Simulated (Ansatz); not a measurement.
# CdS: from a first guess to the relaxed PbO type

First guess:

```yaml
crystal:
  lattice:
    - [4.30829, 0.00000, 0.00000]
    - [0.00000, 4.30829, 0.00000]
    - [0.00000, 0.00000, 5.47153]
  atoms:
    - { symbol: Cd, position: [0.00000, 0.50000, 0.24000] }
    - { symbol: Cd, position: [0.50000, 0.00000, 0.76000] }
    - { symbol: S, position: [0.00000, 0.00000, 0.00000] }
    - { symbol: S, position: [0.50000, 0.50000, 0.00000] }
```

All numbers below come from Ansatz 0.2.0, DFT, LDA, PAW with Ansatz's default frozen-core files, scalar-relativistic.

Cell and atoms relax within the symmetry of the start on a 10×10×8 k mesh with 0.08 eV Fermi–Dirac smearing.

The start is built from a prototype, known or not as a phase of this compound; the cutoff is 420 eV.

What is the pressure of the first guess?

5.14 GPa.

What does it relax to?

a = 4.985 Å, b = 4.985 Å, c = 3.872 Å, α = 90.00°, β = 90.00°, γ = 90.00° (conventional cell), 24.05 Å³ per atom:
```cif
data_structure
_symmetry_space_group_name_H-M 'P4/nmm:1'
_symmetry_Int_Tables_number 129
_cell_length_a 4.9849
_cell_length_b 4.9849
_cell_length_c 3.8718
_cell_angle_alpha 90.000
_cell_angle_beta 90.000
_cell_angle_gamma 90.000
_cell_volume 96.21
loop_
_atom_site_label
_atom_site_type_symbol
_atom_site_symmetry_multiplicity
_atom_site_Wyckoff_symbol
_atom_site_fract_x
_atom_site_fract_y
_atom_site_fract_z
_atom_site_occupancy
Cd1 Cd 2 c 0.00000 0.50000 0.13689 1
S1 S 2 a 0.00000 0.00000 0.00000 1
```

How much energy does the relaxation release?

471 meV/atom.
